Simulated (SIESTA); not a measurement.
Pd:

```
Pd
1.0
     2.78367    0.00000    0.00000
    -1.39183    2.41072    0.00000
     0.00000    0.00000    4.62889
Pd
2
Direct
  0.33333 0.66667 0.25000
  0.66667 0.33333 0.75000
```

This isn't the form of Pd at room conditions, which is fcc.

```yaml
Program: SIESTA 5.4.2
Task: single point
Functional: PBEsol
Potentials_or_basis: PseudoDojo 0.4 standard (PBEsol files)
Basis: DZP (energy shift 0.003 Ry; two zetas on semicore shells)
Grid_cutoff: 800 Ry
Energy_shift: 0.003 Ry
k_mesh: 11 × 11 × 6
Occupations: fermi-dirac, width 0.05 eV
Spin: no spin polarisation
```

On this cell: pressure -9.3 GPa; largest force under 0.003 eV/Å; band gap on the k mesh none (metal or under the smearing width).

The same run follows on a disturbed copy (atoms moved at random, drawn with an rms of 0.05 Å):

```xyz
2
Lattice="2.7837 0.0000 0.0000 -1.3918 2.4107 0.0000 0.0000 0.0000 4.6289" Properties=species:S:1:pos:R:3 pbc="T T T"
Pd   -0.0483    1.6675    1.1155
Pd    1.3843    0.8293    3.5121
```

Problem. What changes?

Solution. The energy (extrapolated to zero smearing) moves by +14.0 meV/atom; pressure -8.5 GPa; largest force 0.667 eV/Å; band gap on the k mesh none (metal or under the smearing width).

Forces on the atoms (eV/Å):
```
Pd   0.023 -0.028  0.666
Pd  -0.023  0.027 -0.666
```

Stress tensor (GPa, compression positive):
```
-9.14  0.48  0.16
 0.48 -8.29 -0.16
 0.16 -0.16 -7.93
```

Caveats: the basis of atomic orbitals isn't converged, which shifts pressures, moduli and gaps.
